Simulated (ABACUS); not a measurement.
The system is MnO.

```
CELL_PARAMETERS angstrom
3.37170 0.00000 0.00000
-1.68585 2.91998 0.00000
0.00000 0.00000 5.38550
ATOMIC_POSITIONS crystal
Mn 0.66667 0.33333 0.51096
Mn 0.33333 0.66667 0.01096
O 0.66667 0.33333 0.87547
O 0.33333 0.66667 0.37547
```

Measurements of this composition are mostly on another form, of space group No. 225.

* Program: ABACUS 3.10.1
* Task: single point
* Functional: PBE
* Potentials or basis: PseudoDojo NC SR 0.4.1 PBE standard
* Cutoff: 1320 eV
* Density cutoff: 5279 eV
* Basis: plane waves
* k mesh: 9 × 9 × 5
* Occupations: fermi-dirac, width 0.05 eV
* Spin: collinear spin, ferromagnetic start
* Starting moments: [4.0, 4.0, 0.0, 0.0] μB

On this cell: pressure 6.0 GPa; largest force 0.651 eV/Å; net moment 10.00 μB per cell; band gap on the k mesh none (metal or under the smearing width).

The same run follows on a disturbed copy (atoms moved at random, drawn with an rms of 0.05 Å):

```xyz
4
Lattice="3.3717 0.0000 0.0000 -1.6859 2.9200 0.0000 0.0000 0.0000 5.3855" Properties=species:S:1:pos:R:3 pbc="T T T"
Mn    1.6558    0.9361    2.7096
Mn    0.0038    1.9633    0.0649
O     1.6702    0.9907    4.7219
O    -0.0166    1.9026    2.0074
```

Question: What does the disturbed cell give?

Answer: The energy (extrapolated to zero smearing) moves by +0.3 meV/atom; pressure 5.9 GPa; largest force 1.082 eV/Å; net moment 10.00 μB per cell; band gap on the k mesh none (metal or under the smearing width).

Forces in eV/Å, atoms in the order of the input:
```
Mn   0.087 -0.020 -0.039
Mn  -0.100  0.018 -1.077
O    0.098 -0.033  0.234
O   -0.085  0.036  0.882
```

Stress tensor (GPa, compression positive):
```
 3.79 -0.55 -0.10
-0.55  3.55 -0.18
-0.10 -0.18 10.42
```

Caveats: semilocal functionals often make such compounds metallic where correlation or magnetic order opens a gap, which also shifts bond lengths; only a ferromagnetic start was run, and an antiferromagnetic order may lie lower in energy.
